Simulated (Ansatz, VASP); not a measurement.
One calculation of Bi, two programs

```
Bi
1.0
    -2.04793    2.04793    2.04793
     2.04793   -2.04793    2.04793
     2.04793    2.04793   -2.04793
Bi
1
Direct
  0.00000 0.00000 0.00000
```

Alike in both runs: task single point; functional BLYP; k mesh 12 × 12 × 12; occupations fermi-dirac, width 0.1 eV; no spin polarisation.

|  | VASP | Ansatz |
| --- | --- | --- |
| version | VASP 6.6.1 | Ansatz 0.2.0 |
| potentials or method | VASP PAW PBE potentials, release 64 (Bi_d) | plane waves (420 eV) with PAW, scalar-relativistic |
| plane-wave cutoff (eV) | 520 | 420 |
| valence electrons in the cell | 15 | 15 |

```tsv
	VASP	Ansatz	Ansatz less VASP
pressure (GPa)	-0.1	-0.1	-0.06
```

Caveats: the PAW data sets were made with another functional, which shifts forces and pressure a little (VASP).
